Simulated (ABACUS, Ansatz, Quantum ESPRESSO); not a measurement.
One calculation of CuI, 3 ways

```
CELL_PARAMETERS angstrom
0.00000 3.03150 3.03150
3.03150 0.00000 3.03150
3.03150 3.03150 0.00000
ATOMIC_POSITIONS crystal
I 0.00000 0.00000 0.00000
Cu 0.75000 0.75000 0.75000
```

Alike in all runs: task single point; functional PBE; k mesh 6 × 6 × 6; occupations fermi-dirac, width 0.05 eV; no spin polarisation; no spin-orbit coupling. Pressure is positive in compression and, in plane waves, holds the error of the finite cutoff, which Ansatz's Pulay term estimates and takes out.

```
                     program and potentials  plane-wave cutoff (eV)                                    notes  band gap (eV)  pressure (GPa)
ABACUS, GBRV ultrasoft 1.5 PBE, plane waves                     544  13 valence electrons an atom on average           1.11            0.19
  Ansatz, PAW datasets made for the crystal                     220   9 valence electrons an atom on average           1.12            0.34
  Quantum ESPRESSO, SSSP 1.3 efficiency PBE                     748   9 valence electrons an atom on average           1.11            0.49
```

The band gap spans 1.11 (Quantum ESPRESSO, SSSP 1.3 efficiency PBE) to 1.12 eV (Ansatz, PAW datasets made for the crystal). The pressure spans 0.19 (ABACUS, GBRV ultrasoft 1.5 PBE, plane waves) to 0.49 GPa (Quantum ESPRESSO, SSSP 1.3 efficiency PBE). Spin-orbit coupling, left out here, moves the band edges of heavy atoms.

Differences between rows come from potentials, basis sets and numerical settings, since the functional is the same but for its coding. Runs on potential files found faulty are left out.
